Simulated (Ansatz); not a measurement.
Straining RbBr

These are results of Ansatz, DFT r2SCAN, scalar-relativistic, plane waves, PAW, not measurements. (500 eV cutoff, 6×6×6 k-mesh, Gaussian smearing of 0.02 eV, no spin polarisation)

Starting point, cell and atoms relaxed:

```xyz
2
Lattice="4.1261 0.0000 0.0000 0.0000 4.1261 0.0000 0.0000 0.0000 4.1261" Properties=species:S:1:pos:R:3 pbc="T T T"
Rb    0.0000    0.0000    0.0000
Br    2.0630    2.0630    2.0630
```

Deformation: uniaxial strain along c, with the lengths of a and b and the atoms relaxed and the angles held, all within the symmetry that the strain leaves. Energies are extrapolated to zero smearing. Stress is positive in compression, on the Cartesian axes of the cell above. Gaps are generalised Kohn–Sham gaps over the whole zone.

| strain (%) | ΔE (meV/atom) | a (Å) | b (Å) | c (Å) | σxx (GPa) | σyy (GPa) | σzz (GPa) | gap (eV) |
| --- | --- | --- | --- | --- | --- | --- | --- | --- |
| -4.5 | 8.6 | 4.160 | 4.160 | 3.940 | 0.00 | 0.00 | 1.76 | 4.72 |
| -3.0 | 3.8 | 4.149 | 4.149 | 4.002 | 0.00 | 0.00 | 1.14 | 4.77 |
| -1.5 | 0.9 | 4.138 | 4.138 | 4.064 | 0.00 | 0.00 | 0.56 | 4.80 |
| +0.0 | 0.0 | 4.126 | 4.126 | 4.126 | 0.02 | 0.02 | 0.02 | 4.83 |
| +1.5 | 0.8 | 4.119 | 4.119 | 4.188 | 0.00 | 0.00 | -0.50 | 4.76 |
| +3.0 | 3.3 | 4.110 | 4.110 | 4.250 | 0.00 | 0.00 | -1.00 | 4.68 |
| +4.5 | 7.3 | 4.102 | 4.102 | 4.312 | 0.00 | 0.00 | -1.48 | 4.60 |

This CsCl-type form isn't the usual stable structure of the compound.